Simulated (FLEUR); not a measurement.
# CdSe (Cadmoselite) (P6_3mc) in FLEUR: further runs, part 2 of 2

FLEUR MaX-R8.1 (later development tree).

### 9 Band structure, RPBE, spin-orbit coupling, no magnetisation

Changes to inp.xml since step 7:

```diff
@@ -6,3 +6,3 @@
    <calculationSetup>
-      <cutoffs Kmax="4.07" Gmax="12.6" GmaxXC="12.6" numbands="0"/>
+      <cutoffs Kmax="3.95" Gmax="12.3" GmaxXC="12.3" numbands="200"/>
       <scfLoop itmax="60" minDistance="0.00001" maxIterBroyd="15" imix="Anderson" alpha="0.05" precondParam="0.0" spinf="2.0" sdNocoIR="T"/>
@@ -11,3 +11,3 @@
       <magnetism jspins="1"/>
-      <soc l_soc="F" theta="0.0" phi="0.0" spav="F"/>
+      <soc l_soc="T" theta="0.0" phi="0.0" spav="F"/>
       <expertModes spex="0" secvar="F"/>
@@ -24,3 +24,3 @@
       <xi:include xmlns:xi="http://www.w3.org/2001/XInclude" href="sym.xml"> </xi:include>
-      <bulkLattice scale="1.0196128224">
+      <bulkLattice scale="1.0">
          <bravaisMatrix>
@@ -34,3 +34,3 @@
       <species name="Cadmium (Cd)" element="Cd" atomicNumber="48">
-         <mtSphere radius="2.4" gridPoints="817" logIncrement="0.016"/>
+         <mtSphere radius="2.47" gridPoints="817" logIncrement="0.016"/>
          <atomicCutoffs lmax="10" lnonsphr="8"/>
@@ -48,3 +48,3 @@
       <species name="Selenium (Se)" element="Se" atomicNumber="34">
-         <mtSphere radius="2.04" gridPoints="695" logIncrement="0.018"/>
+         <mtSphere radius="2.1" gridPoints="695" logIncrement="0.018"/>
          <atomicCutoffs lmax="8" lnonsphr="6"/>
```

The input, crystal.txt:

```
CdSe
&input cartesian=F /
4.3000000000  0.0000000000  0.0000000000
-2.1500000000  3.7239092363  0.0000000000
0.0000000000  0.0000000000  7.0200000000
1.8897261246
1.0 1.0 1.0

4
48 0.6666666667  0.3333333333  0.5000000000
48 0.3333333333  0.6666666667  0.0000000000
34 0.6666666667  0.3333333333  0.8850000000
34 0.3333333333  0.6666666667  0.3850000000

&soc 0.0 0.0 /
&kpt div1=5 div2=5 div3=3 gamma=T /
```

Changes to inp.xml (bands) since step 2:

```diff
@@ -6,3 +6,3 @@
    <calculationSetup>
-      <cutoffs Kmax="3.95" Gmax="12.3" GmaxXC="12.3" numbands="0"/>
+      <cutoffs Kmax="3.95" Gmax="12.3" GmaxXC="12.3" numbands="200"/>
       <scfLoop itmax="60" minDistance="0.00001" maxIterBroyd="15" imix="Anderson" alpha="0.05" precondParam="0.0" spinf="2.0" sdNocoIR="T"/>
@@ -11,3 +11,3 @@
       <magnetism jspins="1"/>
-      <soc l_soc="F" theta="0.0" phi="0.0" spav="F"/>
+      <soc l_soc="T" theta="0.0" phi="0.0" spav="F"/>
       <expertModes spex="0" secvar="F"/>
```

Potentials or basis: all-electron, FLAPW.

Run with:

```console
> inpgen -f crystal.txt -profile fastHighL
> # inp.xml edited to the form shown
> fleur_MPI
> fleur_MPI   # second run, on inp.xml (bands)
```

It took 8.9 min on 1 thread of Arm Neoverse V2, shared host; peak memory 0.21 GiB.

The run converged. Its results:

| Property | Result |
| --- | --- |
| Free energy | -436842.6003 eV |
| Band gap on the k mesh | 0.99 eV, direct |
| Band gap along the path | 0.99 eV, direct |
| Valence electrons inside the program's atomic spheres | Cd 18.37; Se 13.62 (radii Cd 2.47, Se 2.1 bohr) |

Levels at the corners of the path, in eV from the valence-band top:
```
point  band 69  band 70  band 71  band 72  band 73  band 74  band 75  band 76
    Γ     0.00     0.00     0.00     0.00     0.99     0.99     2.31     2.31
    M    -1.32    -1.32    -0.90    -0.90     3.37     3.37     3.51     3.51
    K    -1.88    -1.83    -1.74    -1.74     4.65     4.65     4.71     4.88
    Γ     0.00     0.00     0.00     0.00     0.99     0.99     2.31     2.31
    A    -0.37    -0.37    -0.37    -0.37     2.53     2.53     2.53     2.53
    L    -1.32    -1.32    -1.32    -1.32     3.20     3.20     3.20     3.20
    H    -1.17    -1.17    -1.12    -1.12     3.91     3.91     3.97     3.97
    A    -0.37    -0.37    -0.37    -0.37     2.53     2.53     2.53     2.53
    L    -1.32    -1.32    -1.32    -1.32     3.20     3.20     3.20     3.20
    M    -1.32    -1.32    -0.90    -0.90     3.37     3.37     3.51     3.51
    K    -1.88    -1.83    -1.74    -1.74     4.65     4.65     4.71     4.88
    H    -1.17    -1.17    -1.12    -1.12     3.91     3.91     3.97     3.97
```

Core levels (eV from the Fermi level):
| atom | levels |
| --- | --- |
| 1 Cd | 1s1/2 -26506.6, 2s1/2 -3930.1, 2p1/2 -3657.1, 2p3/2 -3464.7, 3s1/2 -729.0, 3p1/2 -619.7, 3p3/2 -585.4, 3d3/2 -392.6, 3d5/2 -385.6 |
| 2 Cd | 1s1/2 -26506.6, 2s1/2 -3930.1, 2p1/2 -3657.1, 2p3/2 -3464.7, 3s1/2 -729.0, 3p1/2 -619.7, 3p3/2 -585.4, 3d3/2 -392.6, 3d5/2 -385.6 |
| 3 Se | 1s1/2 -12494.9, 2s1/2 -1599.4, 2p1/2 -1433.3, 2p3/2 -1391.6, 3s1/2 -206.9, 3p1/2 -150.2, 3p3/2 -144.3 |
| 4 Se | 1s1/2 -12494.9, 2s1/2 -1599.4, 2p1/2 -1433.3, 2p3/2 -1391.6, 3s1/2 -206.9, 3p1/2 -150.2, 3p3/2 -144.3 |

Caveat: spin-orbit coupling is added in second variation on a limited number of bands.

### 10 The runs side by side

| task | spin | k mesh | gmax | muffin-tin radii | max iterations | mixing factor | mixer | kmax | gap on the mesh (eV) |
| --- | --- | --- | --- | --- | --- | --- | --- | --- | --- |
| band structure | off | 7 × 7 × 4 | 12.3 1/bohr | Cd 2.47, Se 2.1 bohr | 60 | 0.05 | Anderson | 3.95 1/bohr | 1.10 |
| equation of state | off | 7 × 7 × 4 | 12.6 1/bohr | Cd 2.4, Se 2.04 bohr | - | - | - | 4.07 1/bohr | - |
| band structure | SOC, no magnetisation | 5 × 5 × 3 | 12.3 1/bohr | Cd 2.47, Se 2.1 bohr | 60 | 0.05 | Anderson | 3.95 1/bohr | 0.99 |

Alike in all rows: level RPBE; potentials or basis all-electron, FLAPW; cell as given; smearing fermi-dirac 0.05 eV.

Caveats: spin-orbit coupling is added in second variation on a limited number of bands (some runs).

Compare energies only between runs with the same functional and basis.

### 11 Against experiment

Step 2. Measured gap of CdSe: 1.841 eV (2 K; a printed reference work, data compilation). This calculation gives 1.10 eV (-0.74 eV). Spin-orbit coupling on Cd, Se is left out. The value is that of RPBE, without temperature or zero-point motion. Semilocal functionals fall short of measured gaps as a rule.

Step 9. Against the measured gap of CdSe, 1.841 eV (2 K; a printed reference work, data compilation), the calculated 0.99 eV is off by -0.86 eV. The value is that of RPBE, without temperature or zero-point motion. Semilocal functionals fall short of measured gaps as a rule.
